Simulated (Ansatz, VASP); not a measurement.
# One calculation of AlN, two programs

The input INCAR:

```
SYSTEM = AlN
PREC     = Accurate       ! precision mode
ENCUT    = 520            ! plane-wave cutoff, eV
EDIFF    = 1E-6           ! SCF threshold, eV
ISMEAR   = 0              ! smearing method
SIGMA    = 0.05           ! smearing width, eV
LREAL    = .False.        ! projectors in reciprocal space
LASPH    = .True.         ! aspherical terms in the spheres
NELM     = 100            ! most SCF steps
ALGO     = Normal         ! electronic algorithm
ISIF     = 2              ! what is computed and relaxed
LWAVE    = .False.        ! write WAVECAR
LCHARG   = .False.        ! write CHGCAR
GGA      = PE             ! functional
NBANDS   = 16             ! bands
```

The input KPOINTS:

```
regular mesh
0
Gamma
  9 9 6
  0 0 0
```

File POSCAR:

```
AlN
1.0
    3.2979289438      0.0000000000      0.0000000000
   -1.6489644719      2.8560902452      0.0000000000
    0.0000000000      0.0000000000      4.0581015653
Al N
2 2
Direct
    0.3333333333      0.6666666667      0.7500000000
    0.6666666667      0.3333333333      0.2500000000
    0.3333333333      0.6666666667      0.2500000000
    0.6666666667      0.3333333333      0.7500000000
```

Input for Ansatz:

```yaml
crystal:
  lattice:
    - [3.2979289438, 0.0, 0.0]
    - [-1.6489644719, 2.8560902452, 0.0]
    - [0.0, 0.0, 4.0581015653]
  atoms:
    - { symbol: Al, position: [0.3333333333, 0.6666666667, 0.75] }
    - { symbol: Al, position: [0.6666666667, 0.3333333333, 0.25] }
    - { symbol: "N", position: [0.3333333333, 0.6666666667, 0.25] }
    - { symbol: "N", position: [0.6666666667, 0.3333333333, 0.75] }
basis:
  ecutwfc: 520.0
kpoints:
  mp_grid: { grid: [9, 9, 6] }
hamiltonian:
  xc: pbe
  pseudopotentials: { kind: paw, azcp: { folder: soft_1 } }
scf:
  occupations: { method: gaussian, width: 0.05 }
output:
  forces: true
  stress: true
  eigenvalues: true
```

Alike in both runs: task single point; functional PBE; k mesh 9 × 9 × 6; occupations gaussian, width 0.05 eV; no spin polarisation.

```csv
,VASP,Ansatz
version,VASP 6.6.1,Ansatz 0.2.0
potentials or method,"VASP PAW PBE potentials, release 64 (Al, N)","scalar-relativistic, plane waves, PAW"
plane-wave cutoff (eV),520,520
valence electrons in the cell,16,16
```

VASP gave:

* gap on the k mesh at the Fermi level (eV): 3.64
* least direct gap on the mesh (eV): 3.64
* pressure (GPa): 8.4
* largest component of the traceless stress (GPa): 3.15

Q: What did Ansatz give for the same quantities?

A: gap on the k mesh at the Fermi level (eV): 3.62; least direct gap on the mesh (eV): 3.62; pressure (GPa): 8.6; largest component of the traceless stress (GPa): 3.01.

With one functional, cell and mesh, what is left measures potentials, basis and numerics.

Caveats: an odd mesh through Γ misses points on the zone boundary, where band edges often lie.
